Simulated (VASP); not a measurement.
The system is LiCl.

```
Cl Li
1.0
     0.00000    2.56477    2.56477
     2.56477    0.00000    2.56477
     2.56477    2.56477    0.00000
Cl Li
1 1
Direct
  0.50000 0.50000 0.50000
  0.00000 0.00000 0.00000
```

```yaml
Program: VASP 6.6.1
Task: single point
Functional: PBE
Potentials_or_basis: VASP PAW PBE potentials, release 64 (Cl, Li_sv)
Cutoff: 520 eV
k_mesh: 9 × 9 × 9
Occupations: fermi-dirac, width 0.05 eV
Spin: no spin polarisation
```

On this cell: largest force zero by symmetry; band gap on the k mesh 6.34 eV, direct.

The same run follows on a disturbed copy (atoms moved at random, drawn with an rms of 0.05 Å):

```
Cl Li
1.0
     0.00000    2.56477    2.56477
     2.56477    0.00000    2.56477
     2.56477    2.56477    0.00000
Cl Li
1 1
Direct
  0.49436 0.52009 0.48159
  0.00738 0.97728 0.00359
```

Task: What does the disturbed cell give?

Result: The energy moves by +2.8 meV/atom; largest force 0.088 eV/Å; band gap on the k mesh 6.33 eV, direct.

Forces on the atoms (eV/Å):
```
Cl  -0.035  0.063 -0.051
Li   0.035 -0.063  0.051
```

Caveats: an odd mesh through Γ misses points on the zone boundary, where band edges often lie.
